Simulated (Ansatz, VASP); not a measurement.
**Two plane-wave programs on Y4N**

```
Y N
1.0
     4.98213    0.00000    0.00000
     0.00000    4.98213    0.00000
     0.00000    0.00000    4.98213
Y N
4 1
Direct
  0.00000 0.50000 0.50000
  0.50000 0.50000 0.00000
  0.50000 0.00000 0.50000
  0.00000 0.00000 0.00000
  0.50000 0.50000 0.50000
```

Change from the starting cell: species swapped into the Fe4N type (Pm-3m, No. 221).

Alike in both runs: task relaxation of cell and atoms; functional PBE; k mesh 8 × 8 × 8; occupations gaussian, width 0.1 eV; no spin polarisation.

|  | VASP | Ansatz |
| --- | --- | --- |
| version | VASP 6.6.1 | Ansatz 0.2.0 |
| potentials or method | VASP PAW PBE potentials, release 64 (Y_sv, N) | scalar-relativistic, plane waves, PAW |
| plane-wave cutoff (eV) | 600 | 420 |
| valence electrons in the cell | 49 | 49 |

|  | VASP | Ansatz | Ansatz less VASP |
| --- | --- | --- | --- |
| gap on the k mesh at the Fermi level, each at its own relaxed structure (eV) | none | none | - |
| relaxed volume (Å³/atom) | 24.62 | 24.68 | +0.058 |
| relaxed cell length with the largest relative difference (Å) | 4.974 | 4.978 | +0.0039 |

A gap of «none» marks a metal or a gap that the smearing closes.
